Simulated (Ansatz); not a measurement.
# C2 sheet: levels of theory

The task, for C2 sheet: compare levels of theory; the runs are relaxing the atoms and single point.

Program: Ansatz 0.2.0. Level of theory: DFT PBE+D3(BJ), scalar-relativistic, plane waves, PAW, and further levels as typed in the inputs. These are calculated values, not measurements.

### Step 1. The starting structure

The structure is hexagonal, space group P6/mmm (No. 191). Conventional cell: a = 2.461 Å, b = 2.461 Å, c = 18.000 Å, α = 90.00°, β = 90.00°, γ = 120.00°. C (site symmetry -6m2) has 3 C at 1.42 Å as nearest neighbours.

As a file:

```cif
data_structure
_symmetry_space_group_name_H-M 'P 1'
_symmetry_Int_Tables_number 1
_cell_length_a 2.4610
_cell_length_b 2.4610
_cell_length_c 18.0000
_cell_angle_alpha 90.000
_cell_angle_beta 90.000
_cell_angle_gamma 120.000
_cell_volume 94.41
loop_
_atom_site_label
_atom_site_type_symbol
_atom_site_fract_x
_atom_site_fract_y
_atom_site_fract_z
_atom_site_occupancy
C1 C 0.00000 0.00000 0.50000 1
C2 C 0.33333 0.66667 0.50000 1
```

### Step 2. Relaxing the atoms: C2 sheet, no spin

Contents of input.yaml:

```yaml
crystal:
  lattice:
    - [2.461, 0.0, 0.0]
    - [-1.2305, 2.1312885187, 0.0]
    - [0.0, 0.0, 18.0]
  atoms:
    - { symbol: C, position: [0.0, 0.0, 0.5] }
    - { symbol: C, position: [0.3333333333, 0.6666666667, 0.5] }
  periodic: [true, true, false]
scf:
  occupations: { method: gaussian, width: 0.05 }
  n_extra_bands: 6
output:
  forces: true
  stress: false
  write_density: true
  write_potential: true
  elf: true
  volumetric_format: npy
kpoints:
  mp_grid: { grid: [24, 24, 1] }
hamiltonian:
  xc: pbe
  dispersion: d3bj
relax:
  f_tol: 0.01
  max_steps: 100
```

Launch:

```console
$ ansatz run input.yaml --threads 8 --pin off --max-ram 32768MiB --backend cpu --events-out ev --progress --plain --runs-dir out
```

Standard output (excerpt; [...] marks lines left out):

```text
Warning: crystal.periodic: the lattice vector that does not repeat stood 0.000° off the slab's normal, 18.000 Å along it as the deck builds it. The run solves the slab on a vector along the normal, 23.800 Å long, with every atom where it was (on the deck's vector they left 18.00 Å outside [...]
Warning: RAYON_NUM_THREADS=8 ignored (pool sized by the plan → 8); use --threads N
[...]
scf.n_extra_bands = 6 over 4 filled bands (N_el = 8.0): the run solves 10 bands
[...]
Pseudopotentials: kind: paw
Pseudopotential: C, paw, valence charge 4, recommended cutoff 420 eV (normal), C.paw.azcp
Functional definition: PBE
[...]
Crystal: 2 atoms, lattice volume = 124.833 Å³
Basis set: ecut = 420 eV, 2353 PW (Γ), exchange–correlation on 36×36×320 points (8 copies of the dense FFT grid, shifted against one another)
Bands: 10, of which v1, the nominal top of the filled ones, is band 4 counted from 1 (3 counted from 0)
Symmetry: 24 space group operations
Space group: P6/mmm (ITA 191), of the structure as read, at distance tolerance 5.0e-5 Å
k-points: 61 of 576
[...]
SCF iter   1: F=—  HF=-502.061414 eV  |F-HF|=—  |Δ(HF+E_count)|=         —  Δρ=1.56e-3  dr2=2.67e-3  ethr=1.77e-3  ⟨swp⟩=8.0  Hψ=5416  notcnv=0  defer=3
[...]
SCF iter   6: F=-502.061365 eV  HF=-502.061365 eV  |F-HF|=4.15e-12  |Δ(HF+E_count)|=   2.05e-9  Δρ=5.03e-8  dr2=5.56e-12  ethr=1.03e-11  ⟨swp⟩=7.6  Hψ=3183  notcnv=0
[...]
relax step   1: F+E_penalty+E_count = -502.06136467 eV  Δ(F+E_penalty+E_count) = +0.000e0 eV  max|allowed force component| = 3.331e-16 eV/Å  Δτ_max = 0.0000 Å  (6 SCF iters, accepted)
NSCF: frozen V_eff on 61 k-points
[...]
SCF converged after 6 iterations
Free energy (F): -502.061365 eV
[...]
E sigma→0 (E₀):  -502.061267 eV
Entropy (-TS):   -0.000196 eV (-0.098 meV/atom)
Fermi energy:    -4.227270 eV
[...]
--- Forces (eV/Å), atoms counted from 1 ---
  atom   1  C     -0.00000000    -0.00000000     0.00000000
  atom   2  C     -0.00000000     0.00000000     0.00000000
[...]
--- Band table (eV; the first three rows and the last of 61) ---
  k-point 0: bands = ["-23.7991", "-11.8894", "-7.2734", "-7.2734", "-0.9849", "-0.2098", "0.4848", "0.7374", "1.8420", "2.3155"]
[...]
  the weakly bound empty levels are not read free of the cell's end (no_gap_told)
--- Relaxed structure (1 steps of the walk, 1 accepted, 0 SCFs on fresh bases) ---
  F+E_penalty+E_count = -502.06136467 eV   max|allowed force component| = 3.331e-16 eV/Å
  cell:  # Å, volume = 124.8334 Å³
    - [2.460999999992204, 0.0, 0.0]
    - [-1.230499999996102, 2.1312885187067514, 0.0]
    - [0.0, 0.0, 23.8]
  atoms:
    - { symbol: C, position: [9.251858539620023e-18, -5.08852219630634e-17, 0.37815126050420156] }
    - { symbol: C, position: [0.3333333333333333, 0.6666666666666666, 0.37815126050420156] }
```

Run time: 1.1 s. Hardware: 8 threads of Arm Neoverse V1, shared host; peak memory 0.45 GiB.

Density in a lattice plane of the grid's cell (edges 2.46 and 2.46 Å, at 0.378 of the third edge), which holds C.

Ten even steps from ' ' (0.17 e/Å³) to '@' (2.10 e/Å³):
```
%%@@@@@@@@%%##****++++++++++++****##%%@@@@@@@@%%
@@@@@@@@@@%%%%####********######%%%%@@@@@@@@%%%%
@@@@@@@@@@@@@@%%%%%%####%%%%@@@@@@@@@@@@@@%%%%%%
%%%%%%@@@@@@@@@@@@%%%%@@@@@@@@@@@@%%%%%%########
**##%%%%@@@@@@@@@@%%@@@@@@@@@@%%%%##************
++**##%%@@@@@@@@%%%%@@@@@@%%%%##**++++========++
==++**##%%%%@@%%%%%%%%%%%%##**++==------------==
==++**##%%%%%%%%%%%%%%##**++==----::::::::::::--
--==**##%%@@@@@@@@%%##**++----::............::::
--==**##%%@@@@@@%%##**==--::......        ....::
--++**%%@@@@@@%%##**==--::....            ....::
==++##%%@@@@@@##**==--::..                ....::
==**##%%@@@@%%**++--::....                ..::--
++##%%@@@@%%##**==--::..                ..::::==
**%%@@@@@@%%**++==::....              ....::--++
%%@@@@@@@@##**++--::....            ....::--++**
@@@@@@@@%%##**==--::......      ....::--==++**##
@@@@@@%%%%##**==--::::..........::::--==++**##%%
%%%%@@%%%%##**++==----::::::::::--==++**####%%%%
%%%%@@@@%%##**++++==----------==++++**##%%@@@@%%
```
Columns run along the first of these edges and rows up along the second, over one cell in 24 and 20 even steps from the bottom left corner. Atoms in the plane (fractional): C at (0.00, 1.00), C at (0.33, 0.67).

ELF in the same plane.

Ten even steps from ' ' (0.01) to '@' (0.93):
```
  ::==**%%%%@@@@%%##**++****##%%@@@@@@##++--..  
::==**%%@@@@@@@@%%****++**##%%@@@@@@@@%%**--....
++##@@@@@@@@@@%%##++====**%%@@@@@@@@@@%%**==--==
##%%@@@@@@@@%%**==::--==**%%@@@@@@@@@@##**++==++
%%@@@@@@@@##**--::....--++%%@@@@@@@@%%##******##
%%@@@@%%##++--..    ..--++%%%%@@@@%%##********##
%%%%%%##++--..      ::--++##%%%%####**++++++**##
####**++==::..  ....--==**####****++======++++**
******++==--------====++++**++====--::::----==++
++**********++++++**++++++==----::......::--==++
****##%%%%%%%%%%%%##**++==--::....    ....::--==
##%%@@@@@@@@@@@@%%##**++--::..        ....::==++
%%%%@@@@@@@@@@@@%%##++==::..          ..::--++**
%%@@@@@@@@@@@@%%##**==--::            ..::==**##
%%@@@@@@@@%%%%##**++==::..        ....::==++**##
##############**++++--::::........::::--==++****
++++++++++++****++++==--::::::::::--==++++++++++
::::::--==++********++==------====++******++==--
    ..::==**######****++====++++**######**==::..
    ..--**##%%%%%%##**++++++**##%%%%%%##**--..  
```
Columns run along the first of these edges and rows up along the second, over one cell in 24 and 20 even steps from the bottom left corner. Atoms in the plane (fractional): C at (0.00, 1.00), C at (0.33, 0.67).

Both are smooth fields of the valence electrons: close to the nuclei they are not physical.

Maxima of ELF outside the ion cores: 0.94 on the C–C line, 0.7 Å from C.

### Step 3. Single point: LDA

It takes the final geometry of step 2.

Contents of input.yaml:

```yaml
crystal:
  lattice:
    - [2.461, 0.0, 0.0]
    - [-1.2305, 2.1312885187, 0.0]
    - [0.0, 0.0, 23.8]
  atoms:
    - { symbol: C, position: [0.0, 0.0, 0.3781512605] }
    - { symbol: C, position: [0.3333333333, 0.6666666667, 0.3781512605] }
  periodic: [true, true, false]
scf:
  occupations: { method: gaussian, width: 0.05 }
  n_extra_bands: 8
output:
  eigenvalues: true
kpoints:
  mp_grid: { grid: [24, 24, 1] }
hamiltonian:
  xc: lda
```

Launch:

```console
$ ansatz run input.yaml --threads 8 --pin off --max-ram 32768MiB --backend cpu --events-out ev --progress --plain --runs-dir out
```

Standard output (excerpt; [...] marks lines left out):

```text
Warning: RAYON_NUM_THREADS=8 ignored (pool sized by the plan → 8); use --threads N
scf.n_extra_bands = 8 over 4 filled bands (N_el = 8.0): the run solves 12 bands
[...]
Pseudopotentials: kind: paw
Pseudopotential: C, paw, valence charge 4, recommended cutoff 420 eV (normal), C.paw.azcp
Functional definition: SPW92
[...]
Crystal: 2 atoms, lattice volume = 124.833 Å³
Basis set: ecut = 420 eV, 2353 PW (Γ)
Bands: 12, of which v1, the nominal top of the filled ones, is band 4 counted from 1 (3 counted from 0)
Symmetry: 24 space group operations
Space group: P6/mmm (ITA 191), of the structure as read, at distance tolerance 5.0e-5 Å
k-points: 61 of 576
[...]
SCF iter   1: F=—  HF=-485.911189 eV  |F-HF|=—  |Δ(HF+E_count)|=         —  Δρ=2.63e-3  dr2=3.37e-3  ethr=1.77e-3  ⟨swp⟩=7.8  Hψ=5976  notcnv=0  defer=16
[...]
SCF iter   6: F=-485.911870 eV  HF=-485.911870 eV  |F-HF|=3.64e-12  |Δ(HF+E_count)|=   1.16e-9  Δρ=6.20e-8  dr2=2.01e-12  ethr=1.40e-12  ⟨swp⟩=10.5  Hψ=5272  notcnv=0
[...]
SCF converged after 6 iterations
Free energy (F): -485.911870 eV
[...]
E sigma→0 (E₀):  -485.911772 eV
Entropy (-TS):   -0.000196 eV (-0.098 meV/atom)
Fermi energy:    -4.536613 eV
[...]
--- Band table (eV; the first three rows and the last of 61) ---
  k-point 0: bands = ["-23.8844", "-12.2183", "-7.5669", "-7.5669", "-1.1389 (-1.1390°)", "-0.2140 (-0.2294°)", "0.4133", "0.6827", "1.7703", "2.2428", "3.7533", "3.7784"]
[...]
  ° read free of the cell's end (the report's vacuum.weakly_bound_levels)
```

Run time: 1.1 s. Hardware: 8 threads of Arm Neoverse V1, shared host; peak memory 0.42 GiB.

### Step 4. Single point: PBE

It takes the final geometry of step 2.

input.yaml: that of step 3 with these lines changed.

```diff
@@ -17,2 +17,2 @@
 hamiltonian:
-  xc: lda
+  xc: pbe
```

Launch:

```console
$ ansatz run input.yaml --threads 8 --pin off --max-ram 32768MiB --backend cpu --events-out ev --progress --plain --runs-dir out
```

Standard output (excerpt; [...] marks lines left out):

```text
Warning: RAYON_NUM_THREADS=8 ignored (pool sized by the plan → 8); use --threads N
scf.n_extra_bands = 8 over 4 filled bands (N_el = 8.0): the run solves 12 bands
[...]
Pseudopotentials: kind: paw
Pseudopotential: C, paw, valence charge 4, recommended cutoff 420 eV (normal), C.paw.azcp
Functional definition: PBE
[...]
Crystal: 2 atoms, lattice volume = 124.833 Å³
Basis set: ecut = 420 eV, 2353 PW (Γ)
Bands: 12, of which v1, the nominal top of the filled ones, is band 4 counted from 1 (3 counted from 0)
Symmetry: 24 space group operations
Space group: P6/mmm (ITA 191), of the structure as read, at distance tolerance 5.0e-5 Å
k-points: 61 of 576
[...]
SCF iter   1: F=—  HF=-501.884055 eV  |F-HF|=—  |Δ(HF+E_count)|=         —  Δρ=1.55e-3  dr2=2.64e-3  ethr=1.77e-3  ⟨swp⟩=7.7  Hψ=5907  notcnv=0  defer=15
[...]
SCF iter   6: F=-501.884130 eV  HF=-501.884130 eV  |F-HF|=3.58e-12  |Δ(HF+E_count)|=  2.26e-10  Δρ=5.11e-8  dr2=5.31e-12  ethr=1.06e-11  ⟨swp⟩=10.6  Hψ=5188  notcnv=0
[...]
SCF converged after 6 iterations
Free energy (F): -501.884130 eV
[...]
E sigma→0 (E₀):  -501.884032 eV
Entropy (-TS):   -0.000196 eV (-0.098 meV/atom)
Fermi energy:    -4.227215 eV
[...]
--- Band table (eV; the first three rows and the last of 61) ---
  k-point 0: bands = ["-23.7990", "-11.8893", "-7.2733", "-7.2733", "-0.9834 (-0.9836°)", "-0.2202 (-0.2361°)", "0.4307", "0.6921", "1.8085", "2.2756", "3.7899", "4.1373"]
[...]
  ° read free of the cell's end (the report's vacuum.weakly_bound_levels)
```

Run time: 1.1 s. Hardware: 8 threads of Arm Neoverse V1, shared host; peak memory 0.42 GiB.

(Part 1 of 2 ends here.)
